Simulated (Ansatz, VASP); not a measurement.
B in VASP and in Ansatz

```xyz
2
Lattice="1.6980 0.0000 0.0000 0.0000 1.6980 0.0000 0.0000 0.0000 18.0000" Properties=species:S:1:pos:R:3 pbc="T T T"
B     0.8490    0.8490    7.2513
B     0.8490    0.8490   10.7487
```

Alike in both runs: task single point; functional PBE; k mesh 10 × 10 × 1; occupations gaussian, width 0.1 eV; no spin polarisation.

|  | VASP | Ansatz |
| --- | --- | --- |
| version | VASP 6.6.1 | Ansatz 0.2.0 |
| potentials or method | VASP PAW PBE potentials, release 64 (B) | scalar-relativistic, plane waves, PAW |
| plane-wave cutoff (eV) | 520 | 420 |
| valence electrons in the cell | 6 | 6 |

Ansatz gave:

```
gap on the k mesh at the Fermi level (eV) : none
rms of the force components (eV/Å)        : 0.067
```

What did VASP give for the same quantities?

gap on the k mesh at the Fermi level (eV): none; rms of the force components (eV/Å): 0.068.

Atom by atom the forces differ by 0.001 eV/Å (rms over components). A gap of «none» marks a metal or a gap that the smearing closes. Ansatz warned: «slab_cell_height_set».

Caveats: the k mesh is coarse (spacing up to 0.37 Å⁻¹), so the values aren't converged.
